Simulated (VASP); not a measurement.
Cu: relaxation of cell and atoms with PBE

Crystal: Cu.

```
CELL_PARAMETERS angstrom
0.00000 1.75069 1.75069
1.75069 0.00000 1.75069
1.75069 1.75069 0.00000
ATOMIC_POSITIONS crystal
Cu 0.00000 0.00000 0.00000
```

```json
{
  "Program": "VASP 6.6.1",
  "Task": "relaxation of cell and atoms",
  "Functional": "PBE",
  "Potentials or basis": "VASP PAW PBE potentials, release 64 (Cu)",
  "Cutoff": "520 eV",
  "k mesh": "20 × 20 × 20",
  "Occupations": "gaussian, width 0.1 eV",
  "Spin": "no spin polarisation",
  "Target pressure": "21.1 GPa",
  "Further INCAR settings": "ALGO = Normal; EDIFF = 1e-07; IBRION = 2; EDIFFG = -0.15; NSW = 80; ISIF = 3"
}
```

```json
{"Pressure after relaxing": "20.5 GPa", "Band gap on the k mesh": "none (metal or under the smearing width)"}
```

Final structure:
```cif
data_structure
_symmetry_space_group_name_H-M 'P 1'
_symmetry_Int_Tables_number 1
_cell_length_a 2.4758
_cell_length_b 2.4758
_cell_length_c 2.4758
_cell_angle_alpha 60.000
_cell_angle_beta 60.000
_cell_angle_gamma 60.000
_cell_volume 10.73
loop_
_atom_site_label
_atom_site_type_symbol
_atom_site_fract_x
_atom_site_fract_y
_atom_site_fract_z
_atom_site_occupancy
Cu1 Cu 0.00000 0.00000 0.00000 1
```

Levels at points of the mesh, in eV from the Fermi level:
```
           k point  band 2  band 3  band 4  band 5  band 6  band 7  band 8  band 9
(0.00, 0.00, 0.00)   -3.33   -3.33   -3.33   -2.37   -2.37   23.37   26.77   26.77
(0.50, 0.00, 0.00)   -3.37   -3.37   -1.71   -1.71   -1.28    4.28   21.81   23.62
(0.50, 0.50, 0.00)   -4.94   -1.74   -1.55   -1.55    1.44    7.82   13.86   13.86
```

Run time: 17 s on 1 thread of Intel(R) Xeon(R) Platinum 8259CL CPU @ 2.50GHz (Skylake/Cascade Lake), with other jobs on the host, peak memory 0.14 GiB.

Caveat: the relaxation stopped at its first step, so nothing moved; the cell is relaxed towards a set pressure, so the enthalpy falls and the energy may rise.
